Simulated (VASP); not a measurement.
# PbSe (Pm-3m) in VASP: notebook

One crystal, PbSe, is run at these levels: PBEsol; tasks: single point.

Program: VASP 6.6.1. These are calculated values, not measurements. Logs are shortened: lines on timing, memory, paths and dates and some standing lists are left out, and cuts for length are marked.

## (1) Starting point

It takes space group Pm-3m (No. 221, cubic). The conventional cell has a = 3.784 Å, b = 3.784 Å, c = 3.784 Å, α = 90.00°, β = 90.00°, γ = 90.00°. Pb (site symmetry m-3m) is surrounded by 8 Se at 3.28 Å. Around Se (site symmetry m-3m) lie 8 Pb at 3.28 Å.

Measurements of this composition are mostly on another form, of space group No. 225.

## (2) Single point, PBEsol

The input, INCAR:

```
SYSTEM = PbSe
  ADDGRID = .False.
  ALGO = Normal
  EDIFF = 1E-6
  ENCUT = 460
  GGA = PS
  ISIF = 2
  ISMEAR = 0
  LASPH = .True.
  LCHARG = .False.
  LREAL = .False.
  LWAVE = .False.
  NELM = 100
  PREC = Accurate
  SIGMA = 0.5
```

The input, KPOINTS:

```
k-points
0
Gamma
  5 5 5
  0 0 0
```

The input, POSCAR:

```
PbSe
1.0
    3.7843220000      0.0000000000      0.0000000000
    0.0000000000      3.7843220000      0.0000000000
    0.0000000000      0.0000000000      3.7843220000
Pb Se
1 1
Direct
    0.0000000000      0.0000000000      0.0000000000
    0.5000000000      0.5000000000      0.5000000000
```

Potentials or basis: VASP PAW PBE potentials, release 64 (Pb_d, Se).

Command:

```bash
$ cat potpaw_PBE.64/Pb_d/POTCAR potpaw_PBE.64/Se/POTCAR > POTCAR
$ mpirun -np 1 vasp_std > vasp.out
```

OUTCAR:

```text
SYSTEM = PbSe
   EDIFF = 1E-6
   ENCUT = 460
   GGA = PS
   ISIF = 2
   ISMEAR = 0
   LASPH = .True.
   LREAL = .False.
   NELM = 100
   PREC = Accurate

 Found     10 irreducible k-points:

 Following reciprocal coordinates:
            Coordinates               Weight
  0.000000  0.000000  0.000000      1.000000
  0.200000  0.000000  0.000000      6.000000
  0.400000  0.000000  0.000000      6.000000
  0.200000  0.200000  0.000000     12.000000
  0.400000  0.200000  0.000000     24.000000
  0.400000  0.400000  0.000000     12.000000
   k-points           NKPTS =     10   k-points in BZ     NKDIM =     10   number of bands    NBANDS=     14
   number of dos      NEDOS =    301   number of ions     NIONS =      2
   total plane-waves  NPLWV =  21952
   dimension x,y,z NGX =    28 NGY =   28 NGZ =   28
   dimension x,y,z NGXF=    56 NGYF=   56 NGZF=   56
   ions per type =               1   1
   NGX,Y,Z   is equivalent  to a cutoff of  12.30, 12.30, 12.30 a.u.
   NGXF,Y,Z  is equivalent  to a cutoff of  24.60, 24.60, 24.60 a.u.
 SYSTEM =  PbSe
   PREC   = accura    normal or accurate (medium, high low for compatibility)
   ISTART =      0    job   : 0-new  1-cont  2-samecut
   ICHARG =      2    charge: 1-file 2-atom 10-const
   ISPIN  =      1    spin polarized calculation?
   LNONCOLLINEAR =      F non collinear calculations
   LSORBIT =      F    spin-orbit coupling
   LASPH  =      T    aspherical Exc in radial PAW
   ENCUT  =  460.0 eV  33.81 Ry    5.81 a.u.   6.62  6.62  6.62*2*pi/ulx,y,z
   NELM   =    100;   NELMIN=  2; NELMDL= -5     # of ELM steps
   EDIFF  = 0.1E-05   stopping-criterion for ELM
   LREAL  =      F    real-space projection
   EDIFFG = 0.1E-04   stopping-criterion for IOM
   NSW    =      0    number of steps for IOM
   IBRION =     -1    ionic relax: 0-MD 1-quasi-New 2-CG
   NFREE  =      0    steps in history (QN), initial steepest desc. (CG)
   ISIF   =      2    stress and relaxation
   ISYM   =      2    0-nonsym 1-usesym 2-fastsym
   POTIM  = 0.5000    time-step for ionic-motion
   TEBEG  =    0.0;   TEEND  =   0.0 temperature during run
   PSTRESS=    0.0 pullay stress
   NELECT =      20.0000    total number of electrons
   NUPDOWN=      -1.0000    fix difference up-down
   EMIN   =  10.00;   EMAX   =-10.00  energy-range for DOS
   EFERMI =   0.00;   METHOD = LEGACY
   ISMEAR =     0;   SIGMA  =   0.50  broadening in eV -4-tet -1-fermi 0-gaus
   EFERMI_NEDOS =   21; number of points for ismear=-14 and -15
   IALGO  =     38    algorithm
   IMIX   =      4    mixing-type and parameters
     AMIX     =   0.40;   BMIX     =  1.00
     AMIX_MAG =   1.60;   BMIX_MAG =  1.00
  volume/ion in A,a.u.               =      27.10       182.87
  Fermi-wavevector in a.u.,A,eV,Ry     =   1.174258  2.219025 18.760817  1.378881
  Thomas-Fermi vector in A             =   2.310658
   LORBIT       =      0    0 simple, 1 ext, 2 COOP (PROOUT), +10 PAW based schemes
   GGA     = PS    functional components
   LHFCALC =     F    Hartree Fock is set to
   AEXX    =    0.0000 exact exchange contribution
   IVDW    =     0    specifies the selected vdW correction
   LEPSILON=     F    determine dielectric tensor
   LRPA    =     F    only Hartree local field effects (RPA)
 non-spin polarized calculation
 Gauss-broadening in eV      SIGMA  =   0.50
  energy-cutoff  :      460.00
  volume of cell :       54.20
 maximum number of plane-waves:      1233
 NGX is ok and might be reduce to    28
   NGX = 13   NGY = 13   NGZ = 13

 number of electron      20.0000009 magnetization

 Free energy of the ion-electron system (eV)
  ---------------------------------------------------
  ext. energy  EPLUGINS =         0.00000000
  ---------------------------------------------------
  free energy    TOTEN  =        -8.51437429 eV

  energy without entropy =       -8.40437099  energy(sigma->0) =       -8.45937264

 E-fermi :   5.3430     XC(G=0): -10.1256

 val. band max:        5.3412154780   @ k =   0.4000   0.4000   0.4000
 cond. band min:       6.1246983597   @ k =   0.4000   0.0000   0.0000
 fundamental gap:      0.7834828817
 Fermi energy:         5.3429947196

 k-point     1 :       0.0000    0.0000    0.0000
  band No.  band energies     occupation
      1     -11.6280      2.00000
      2     -11.6280      2.00000
      3     -11.4780      2.00000
      4     -11.4780      2.00000
      5     -11.4780      2.00000
      6      -8.0623      2.00000
      7      -1.8981      2.00000
      8       3.6656      2.00000
      9       3.6656      2.00000
     10       3.6656      2.00000
     11      10.2274      0.00000
     12      10.2274      0.00000
     13      11.2245      0.00000
     14      11.2245      0.00000

 k-point     2 :       0.2000    0.0000    0.0000
  band No.  band energies     occupation
      1     -11.6256      2.00000
      2     -11.5874      2.00000
      3     -11.4930      2.00000
      4     -11.4930      2.00000
      5     -11.4767      2.00000
      6      -7.7800      2.00000
      7      -2.4606      2.00000
      8       3.5712      2.00000
      9       3.9974      1.99986
     10       3.9974      1.99986
     11       8.7873      0.00000
     12      10.3432      0.00000
     13      10.3432      0.00000
     14      10.5342      0.00000

 k-point     3 :       0.4000    0.0000    0.0000
  band No.  band energies     occupation
      1     -11.6217      2.00000
      2     -11.5222      2.00000
      3     -11.5172      2.00000
      4     -11.5172      2.00000
      5     -11.4745      2.00000
      6      -7.1613      2.00000
      7      -3.5573      2.00000
      8       4.2520      1.99797
      9       4.7206      1.92165
     10       4.7206      1.92165
     11       6.1247      0.02704
     12       8.8510      0.00000
     13       8.8510      0.00000
     14      11.3442      0.00000

 k-point     4 :       0.2000    0.2000    0.0000
  band No.  band energies     occupation
      1     -11.6048      2.00000
      2     -11.5644      2.00000
      3     -11.5146      2.00000
      4     -11.4923      2.00000
      5     -11.4900      2.00000
      6      -7.5095      2.00000
      7      -2.6477      2.00000
      8       2.3955      2.00000
      9       4.2780      1.99741
     10       4.9053      1.78430
     11       7.3070      0.00000
     12      10.0031      0.00000
     13      10.0251      0.00000
     14      11.8375      0.00000

 k-point     5 :       0.4000    0.2000    0.0000
  band No.  band energies     occupation
      1     -11.5950      2.00000
      2     -11.5484      2.00000
      3     -11.5144      2.00000
      4     -11.5034      2.00000
      5     -11.4881      2.00000
      6      -6.9407      2.00000
      7      -3.2639      2.00000
      8       2.3302      2.00000
      9       3.9689      1.99990
     10       4.8516      1.83542
     11       6.9943      0.00000
     12       9.1259      0.00000
     13       9.1671      0.00000
     14      12.5485      0.00000

 k-point     6 :       0.4000    0.4000    0.0000
  band No.  band energies     occupation
      1     -11.5970      2.00000
      2     -11.5697      2.00000
      3     -11.5103      2.00000
      4     -11.5095      2.00000
      5     -11.4552      2.00000
      6      -6.5271      2.00000
      7      -2.6520      2.00000
      8       0.9993      2.00000
      9       1.8104      2.00000
     10       5.0807      1.54177
     11       8.4159      0.00000
     12       9.3785      0.00000
     13       9.8021      0.00000
     14      12.4746      0.00000

 [... further k-points ...]

------------------------ aborting loop because EDIFF is reached ----------------------------------------

  FORCE on cell =-STRESS in cart. coord.  units (eV):
  Direction    XX          YY          ZZ          XY          YZ          ZX
  --------------------------------------------------------------------------------------
  -------------------------------------------------------------------------------------
  Total       -1.1219454     -1.1219454     -1.1219454      0.0000000     -0.0000000      0.0000000
  in kB      -33.1679074    -33.1679074    -33.1679074      0.0000000     -0.0000000      0.0000000
  external PRESSURE =     -33.1679074 kB  Pullay stress =       0.0000000 kB

 VOLUME and BASIS-vectors are now :
 -----------------------------------------------------------------------------
  energy-cutoff  :      460.00
  volume of cell :       54.20
      direct lattice vectors                 reciprocal lattice vectors
     3.784322000  0.000000000  0.000000000     0.264248127  0.000000000  0.000000000
     0.000000000  3.784322000  0.000000000     0.000000000  0.264248127  0.000000000
     0.000000000  0.000000000  3.784322000     0.000000000  0.000000000  0.264248127

 POSITION                                       TOTAL-FORCE (eV/Angst)
 -----------------------------------------------------------------------------------
      0.00000      0.00000      0.00000         0.000000      0.000000      0.000000
      1.89216      1.89216      1.89216         0.000000      0.000000      0.000000
 -----------------------------------------------------------------------------------
    total drift:                               -0.000000      0.000000     -0.000000

  FREE ENERGIE OF THE ION-ELECTRON SYSTEM (eV)
  ---------------------------------------------------
  free  energy   TOTEN  =        -8.5143742884 eV

  energy  without entropy=       -8.4043709906  energy(sigma->0) =       -8.45937264
```

Wall time 8.2 s (1 thread of Intel Xeon Platinum 8488C (Sapphire Rapids), shared host); peak memory 0.15 GiB.

These settings aren't checked as converged: the numbers below hold their error.

Results:

```yaml
Free_energy: -8.5144 eV
Pressure: -3.3 GPa
Band_gap_on_the_k_mesh: 0.26 eV, indirect (least direct gap 1.40 eV)
```

Caveat: the PAW data sets were made with another functional, which shifts forces and pressure a little; spin-orbit coupling is left out, which as a rule narrows the gap of such compounds by several tenths of an eV; an odd mesh through Γ misses points on the zone boundary, where band edges often lie.

[end of part 1 of 2]
